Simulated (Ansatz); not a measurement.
## ZnSe: Se interstitial

These are results of Ansatz, DFT PBE, scalar-relativistic, plane waves, PAW, not measurements. (420 eV cutoff, 2×2×2 k-mesh, shifted by half a step, Gaussian smearing of 0.01 eV, collinear spin in charge -1 alone)

Host crystal, relaxed:

```xyz
2
Lattice="0.0000 2.8659 2.8659 2.8659 0.0000 2.8659 2.8659 2.8659 0.0000" Properties=species:S:1:pos:R:3 pbc="T T T"
Zn    0.0000    0.0000    0.0000
Se    4.2988    4.2988    4.2988
```

Supercell of 32 atoms, rows in host cell vectors: -3 1 1; 1 1 -3; 1 -3 1. Atoms relax at the host's cell from a start displaced at random by 0.06 Å near the defect, so other minima may exist. The cell is small, so energies carry finite-size errors of tenths of an eV. The host's Kohn–Sham gap is 1.15 eV.

Starting moments were lost in some runs.

Defect: Se interstitial at (0.500, 0.500, 0.500) of the host cell, charge -2.

**Question.** Give the relaxed supercell.

**Answer.**
```
Zn Se
1.0
     5.73176   -5.73176   -5.73176
    -5.73176   -5.73176    5.73176
    -5.73176    5.73176   -5.73176
Zn Se
16 17
Cartesian
  -2.8682 -0.0929 -2.6477
  -2.6377 -2.6991 0.1116
  -3.0165 -5.5358 2.6452
  -5.6151 2.9809 -2.9186
  -2.2791 2.5744 -6.1085
  -5.6333 -0.0934 -0.2918
  -5.7651 -2.8795 2.8413
  2.8328 -5.6936 -2.9399
  -5.4866 -5.5347 -5.5836
  -2.7369 -2.8798 -5.7800
  -2.6337 -5.8609 -3.0708
  -0.4885 -3.1547 -2.5656
  2.8442 -2.7511 -5.7523
  0.1273 -5.6929 0.0014
  -5.8635 -2.6993 -3.0508
  -0.1362 -0.1296 -5.5999
  -4.2510 1.5278 -1.4697
  -4.3086 -1.4278 1.3747
  -4.2512 -4.1596 4.2625
  -1.4472 -1.4247 -7.2643
  -4.1296 4.2686 -4.3975
  -1.2204 -4.4060 -4.6356
  -1.3236 -7.1568 -1.4061
  1.4803 -4.2562 -1.4693
  4.2522 -4.2344 -4.3817
  -4.1934 -1.4274 -4.3140
  -5.6695 -3.7626 -0.9350
  -1.1977 -1.1387 -1.2250
  1.3583 -1.4644 -4.2726
  -1.2918 -4.2348 1.4436
  -7.3040 -1.1393 -1.7140
  -1.5497 1.3263 -4.0359
  -2.8291 -3.7616 -2.0047
```
Around the defect: 1 Zn at 2.36 Å, 1 Zn at 2.38 Å, 1 Zn at 2.48 Å, 1 Se at 3.04 Å. The run ended with a moment of 0.00 μB (no spin polarisation).